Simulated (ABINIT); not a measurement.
Runs of ABINIT 10.8.3 (patched build) on Al. The structure is cubic, space group Fm-3m (No. 225). Conventional cell: a = 4.050 Å, b = 4.050 Å, c = 4.050 Å, α = 90.00°, β = 90.00°, γ = 90.00°. Around Al (site symmetry m-3m) lie 12 Al at 2.86 Å. 

| task | level | potentials or basis | k mesh | cutoff (eV) | fine-grid cutoff | gap on the mesh (eV) | pressure (GPa) | V0 of scaled cells (Å³/atom) | B0 (GPa) |
| --- | --- | --- | --- | --- | --- | --- | --- | --- | --- |
| equation of state | BP86 | PseudoDojo NC SR PBE v0.4.1 standard | 11 × 11 × 11 | 544 | - | - | - | 16.79 | 73 |
| single point | r2SCAN | JTH PAW PBE v2.0 | 14 × 14 × 14 | 653 | 1251.72 eV | none | -3.3 | - | - |
| equation of state | LDA-Teter | JTH PAW LDA v2.0 | 11 × 11 × 11 | 544 | 1088.46 eV | - | - | 15.84 | (c) |
| equation of state | WC | PseudoDojo NC SR PBEsol v0.4.1 standard | 11 × 11 × 11 | 544 | - | - | - | 16.28 | 82 |
| band structure | PBEsol | PseudoDojo NC SR PBEsol v0.4 stringent | 11 × 11 × 11 | 544 | - | none | (b) | - | - |
| equation of state | BLYP | JTH PAW PBE v2.0 | 11 × 11 × 11 | 544 | 1088.46 eV | - | - | 17.46 | 58 |
| equation of state | PBE | PseudoDojo NC SR PBE v0.4.1 standard | 11 × 11 × 11 | 544 | - | - | - | (a) | 80 |

Alike in all rows: no spin polarisation; cell as given; smearing fermi-dirac 0.05 eV.

Question: Estimate the missing entries.

Answer: (a) 16.46; (b) -2.1; (c) 85.

Caveats: pressures at fixed basis lie under the slope of the energies (some runs); the potentials were made for another functional, which shifts forces and pressure (some runs); the PAW data sets were made with another functional, which shifts forces and pressure a little (some runs).

A gap of «none» marks a metal or a gap under the smearing width.
